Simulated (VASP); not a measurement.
# ZnCu (Pm-3m) in VASP: notebook

One crystal, ZnCu, is run at these levels: r2SCAN; tasks: single point.

Everything below comes from runs of VASP 6.6.1. Logs are shortened: lines on timing, memory, paths and dates and some standing lists are left out, and cuts for length are marked.

### 1 Starting point

The structure is cubic, space group Pm-3m (No. 221). Conventional cell: a = 2.945 Å, b = 2.945 Å, c = 2.945 Å, α = 90.00°, β = 90.00°, γ = 90.00°. Around Zn (site symmetry m-3m) lie 8 Cu at 2.55 Å. Cu (site symmetry m-3m) has 8 Zn at 2.55 Å as nearest neighbours.

### 2 Single point, r2SCAN

File INCAR:

```
PREC     = Accurate       # precision mode
ENCUT    = 400            # plane-wave cutoff, eV
EDIFF    = 1E-6           # SCF threshold, eV
ISMEAR   = -1             # smearing method
SIGMA    = 0.1            # smearing width, eV
LREAL    = False          # projectors in reciprocal space
LASPH    = True           # aspherical terms in the spheres
NELM     = 100            # most SCF steps
ALGO     = Normal         # electronic algorithm
ISIF     = 2              # what is computed and relaxed
LWAVE    = False          # write WAVECAR
LCHARG   = False          # write CHGCAR
METAGGA  = R2SCAN         # meta-GGA
LMIXTAU  = True         
NBANDS   = 18             # bands
ADDGRID  = False
```

File KPOINTS:

```
Automatic mesh
0
Gamma
  7 7 7
```

File POSCAR:

```
ZnCu
1.0
    2.9450000000      0.0000000000      0.0000000000
    0.0000000000      2.9450000000      0.0000000000
    0.0000000000      0.0000000000      2.9450000000
Zn Cu
1 1
Direct
    0.5000000000      0.5000000000      0.5000000000
    0.0000000000      0.0000000000      0.0000000000
```

Potentials or basis: VASP PAW PBE potentials, release 64 (Zn, Cu).

On the command line:

```bash
cat potpaw_PBE.64/Zn/POTCAR potpaw_PBE.64/Cu/POTCAR > POTCAR
mpirun -np 1 vasp_std > vasp.out
```

OUTCAR:

```text
PREC = Accurate
   ENCUT = 400
   EDIFF = 1E-6
   ISMEAR = -1
   LREAL = False
   LASPH = True
   NELM = 100
   ISIF = 2
   METAGGA = R2SCAN

 Found     20 irreducible k-points:

 Following reciprocal coordinates:
            Coordinates               Weight
  0.000000  0.000000  0.000000      1.000000
  0.142857  0.000000  0.000000      6.000000
  0.285714  0.000000  0.000000      6.000000
  0.428571  0.000000  0.000000      6.000000
  0.142857  0.142857  0.000000     12.000000
  0.285714  0.142857  0.000000     24.000000
   k-points           NKPTS =     20   k-points in BZ     NKDIM =     20   number of bands    NBANDS=     18
   number of dos      NEDOS =    301   number of ions     NIONS =      2
   total plane-waves  NPLWV =   8000
   dimension x,y,z NGX =    20 NGY =   20 NGZ =   20
   dimension x,y,z NGXF=    40 NGYF=   40 NGZF=   40
   ions per type =               1   1
   NGX,Y,Z   is equivalent  to a cutoff of  11.29, 11.29, 11.29 a.u.
   NGXF,Y,Z  is equivalent  to a cutoff of  22.58, 22.58, 22.58 a.u.
 SYSTEM =  unknown system
   PREC   = accura    normal or accurate (medium, high low for compatibility)
   ISTART =      0    job   : 0-new  1-cont  2-samecut
   ICHARG =      2    charge: 1-file 2-atom 10-const
   ISPIN  =      1    spin polarized calculation?
   LNONCOLLINEAR =      F non collinear calculations
   LSORBIT =      F    spin-orbit coupling
   LASPH  =      T    aspherical Exc in radial PAW
   ENCUT  =  400.0 eV  29.40 Ry    5.42 a.u.   4.80  4.80  4.80*2*pi/ulx,y,z
   NELM   =    100;   NELMIN=  2; NELMDL= -5     # of ELM steps
   EDIFF  = 0.1E-05   stopping-criterion for ELM
   LREAL  =      F    real-space projection
   EDIFFG = 0.1E-04   stopping-criterion for IOM
   NSW    =      0    number of steps for IOM
   IBRION =     -1    ionic relax: 0-MD 1-quasi-New 2-CG
   NFREE  =      0    steps in history (QN), initial steepest desc. (CG)
   ISIF   =      2    stress and relaxation
   ISYM   =      2    0-nonsym 1-usesym 2-fastsym
   POTIM  = 0.5000    time-step for ionic-motion
   TEBEG  =    0.0;   TEEND  =   0.0 temperature during run
   PSTRESS=    0.0 pullay stress
   NELECT =      23.0000    total number of electrons
   NUPDOWN=      -1.0000    fix difference up-down
   EMIN   =  10.00;   EMAX   =-10.00  energy-range for DOS
   EFERMI =   0.00;   METHOD = LEGACY
   ISMEAR =    -1;   SIGMA  =   0.10  broadening in eV -4-tet -1-fermi 0-gaus
   EFERMI_NEDOS =   21; number of points for ismear=-14 and -15
   IALGO  =     38    algorithm
   IMIX   =      4    mixing-type and parameters
     AMIX     =   0.40;   BMIX     =  1.00
     AMIX_MAG =   1.60;   BMIX_MAG =  1.00
  volume/ion in A,a.u.               =      12.77        86.18
  Fermi-wavevector in a.u.,A,eV,Ry     =   1.580880  2.987429 34.003415  2.499180
  Thomas-Fermi vector in A             =   2.681040
   LORBIT       =      0    0 simple, 1 ext, 2 COOP (PROOUT), +10 PAW based schemes
   METAGGA = R2SCAN    functional components
   LHFCALC =     F    Hartree Fock is set to
   AEXX    =    0.0000 exact exchange contribution
   IVDW    =     0    specifies the selected vdW correction
   LEPSILON=     F    determine dielectric tensor
   LRPA    =     F    only Hartree local field effects (RPA)
 non-spin polarized calculation
  energy-cutoff  :      400.00
  volume of cell :       25.54
 maximum number of plane-waves:       474
 NGX is ok and might be reduce to    20
   NGX =  9   NGY =  9   NGZ =  9

 number of electron      22.9999959 magnetization

 Free energy of the ion-electron system (eV)
  ---------------------------------------------------
  ext. energy  EPLUGINS =         0.00000000
  ---------------------------------------------------
  free energy    TOTEN  =       -19.96260226 eV

  energy without entropy =      -19.94968948  energy(sigma->0) =      -19.95614587

 E-fermi :   5.5398     XC(G=0): -13.5260

 val. band max:        5.4900857519   @ k =   0.4286   0.2857   0.2857
 cond. band min:       5.5920445182   @ k =   0.2857   0.0000   0.0000
 fundamental gap:      0.1019587663
 Fermi energy:         5.5398349172

 k-point     1 :       0.0000    0.0000    0.0000
  band No.  band energies     occupation
      1      -5.3908      2.00000
      2      -2.7897      2.00000
      3      -2.7897      2.00000
      4      -2.0632      2.00000
      5      -2.0632      2.00000
      6      -2.0632      2.00000
[... 10 lines left out ...]
     17      18.5266      0.00000
     18      29.8135      0.00000

 k-point     2 :       0.1429    0.0000    0.0000
  band No.  band energies     occupation
      1      -5.0079      2.00000
      2      -2.7471      2.00000
      3      -2.7099      2.00000
      4      -2.0956      2.00000
      5      -2.0956      2.00000
      6      -2.0480      2.00000
[... 10 lines left out ...]
     17      21.1036      0.00000
     18      26.8795      0.00000

 k-point     3 :       0.2857    0.0000    0.0000
  band No.  band energies     occupation
      1      -3.9364      2.00000
      2      -2.6491      2.00000
      3      -2.4698      2.00000
      4      -2.1674      2.00000
      5      -2.1674      2.00000
      6      -2.0132      2.00000
[... 10 lines left out ...]
     17      23.1542      0.00000
     18      23.1542      0.00000

 k-point     4 :       0.4286    0.0000    0.0000
  band No.  band energies     occupation
      1      -2.9143      2.00000
      2      -2.5681      2.00000
      3      -2.2250      2.00000
      4      -2.2250      2.00000
      5      -1.9851      2.00000
      6      -1.5967      2.00000
[... 10 lines left out ...]
     17      19.6161      0.00000
     18      19.8797      0.00000

 k-point     5 :       0.1429    0.1429    0.0000
  band No.  band energies     occupation
      1      -4.6352      2.00000
      2      -2.6947      2.00000
      3      -2.6461      2.00000
      4      -2.1271      2.00000
      5      -2.1110      2.00000
      6      -2.0627      2.00000
[... 10 lines left out ...]
     17      21.8936      0.00000
     18      22.9269      0.00000

 k-point     6 :       0.2857    0.1429    0.0000
  band No.  band energies     occupation
      1      -3.6247      2.00000
      2      -2.6043      2.00000
      3      -2.4499      2.00000
      4      -2.1809      2.00000
      5      -2.1249      2.00000
      6      -2.0604      2.00000
[... 10 lines left out ...]
     17      21.9789      0.00000
     18      23.4425      0.00000

 [... further k-points ...]

------------------------ aborting loop because EDIFF is reached ----------------------------------------

  FORCE on cell =-STRESS in cart. coord.  units (eV):
  Direction    XX          YY          ZZ          XY          YZ          ZX
  --------------------------------------------------------------------------------------
  -------------------------------------------------------------------------------------
  Total       -0.5909236     -0.5909236     -0.5909236      0.0000000      0.0000000     -0.0000000
  in kB      -37.0668796    -37.0668796    -37.0668796      0.0000000      0.0000000     -0.0000000
  external PRESSURE =     -37.0668796 kB  Pullay stress =       0.0000000 kB

 VOLUME and BASIS-vectors are now :
 -----------------------------------------------------------------------------
  energy-cutoff  :      400.00
  volume of cell :       25.54
      direct lattice vectors                 reciprocal lattice vectors
     2.945000000  0.000000000  0.000000000     0.339558574  0.000000000  0.000000000
     0.000000000  2.945000000  0.000000000     0.000000000  0.339558574  0.000000000
     0.000000000  0.000000000  2.945000000     0.000000000  0.000000000  0.339558574

 POSITION                                       TOTAL-FORCE (eV/Angst)
 -----------------------------------------------------------------------------------
      1.47250      1.47250      1.47250         0.000000      0.000000      0.000000
      0.00000      0.00000      0.00000         0.000000      0.000000      0.000000
 -----------------------------------------------------------------------------------
    total drift:                               -0.000000      0.000000     -0.000000

  FREE ENERGIE OF THE ION-ELECTRON SYSTEM (eV)
  ---------------------------------------------------
  free  energy   TOTEN  =       -19.9626022619 eV

  energy  without entropy=      -19.9496894843  energy(sigma->0) =      -19.95614587
```

Run time: 51 s. Hardware: 1 thread of Intel Xeon Platinum 8259CL at 2.50GHz (Skylake/Cascade Lake), shared host; peak memory 0.13 GiB.

These settings aren't checked as converged: the numbers below hold their error.

What came out:

```yaml
Free_energy: -19.9626 eV
Pressure: -3.7 GPa
Band_gap_on_the_k_mesh: none (metal or under the smearing width)
```

Caveat: the PAW data sets were made with another functional, which shifts forces and pressure a little.

### 3 Single point, r2SCAN

INCAR is that of step 2.

KPOINTS is that of step 2.

File POSCAR:

```
ZnCu
1.0
    2.9450000000      0.0000000000      0.0000000000
    0.0000000000      2.9450000000      0.0000000000
    0.0000000000      0.0000000000      2.9450000000
Zn Cu
1 1
Direct
    0.5128410000      0.4877280000      0.4845920000
   -0.0040920000      0.0326400000      0.0060300000
```

Potentials or basis: VASP PAW PBE potentials, release 64 (Zn, Cu).

On the command line:

```bash
cat potpaw_PBE.64/Zn/POTCAR potpaw_PBE.64/Cu/POTCAR > POTCAR
mpirun -np 1 vasp_std > vasp.out
```

It took 3.8 min on 1 thread of Intel Xeon Platinum 8259CL at 2.50GHz (Skylake/Cascade Lake), shared host; peak memory 0.17 GiB.

These settings aren't checked as converged: the numbers below hold their error.

What came out:

- Free energy: -19.9058 eV
- Pressure: -2.6 GPa
- Largest force: 0.744 eV/Å
- Band gap on the k mesh: none (metal or under the smearing width)

Caveat: the PAW data sets were made with another functional, which shifts forces and pressure a little.

### 4 Single point, r2SCAN

INCAR: that of step 3 with these lines changed.

```diff
@@ -4,3 +4,3 @@
 ISMEAR   = -1             # smearing method
-SIGMA    = 0.1            # smearing width, eV
+SIGMA    = 0.4            # smearing width, eV
 LREAL    = False          # projectors in reciprocal space
```

KPOINTS is that of step 3.

File POSCAR:

```
ZnCu
1.0
    2.9450000000      0.0000000000      0.0000000000
    0.0000000000      2.9450000000      0.0000000000
    0.0000000000      0.0000000000      2.9450000000
Zn Cu
1 1
Direct
    0.5000000000      0.5000000000      0.5000000000
    0.0000000000      0.0000000000      0.0000000000
```

On the command line:

```bash
cat potpaw_PBE.64/Zn/POTCAR potpaw_PBE.64/Cu/POTCAR > POTCAR
mpirun -np 1 vasp_std > vasp.out
```

Wall time 52 s (1 thread of Intel Xeon Platinum 8259CL at 2.50GHz (Skylake/Cascade Lake), shared host); peak memory 0.13 GiB.

The run converged, but some of its settings lie outside the range that counts as converged, so its numbers aren't taken as properties of the crystal.

What came out:

```
Free energy            : -20.0622 eV
Pressure               : -3.2 GPa
Band gap on the k mesh : none (metal or under the smearing width)
```

Caveat: the PAW data sets were made with another functional, which shifts forces and pressure a little.
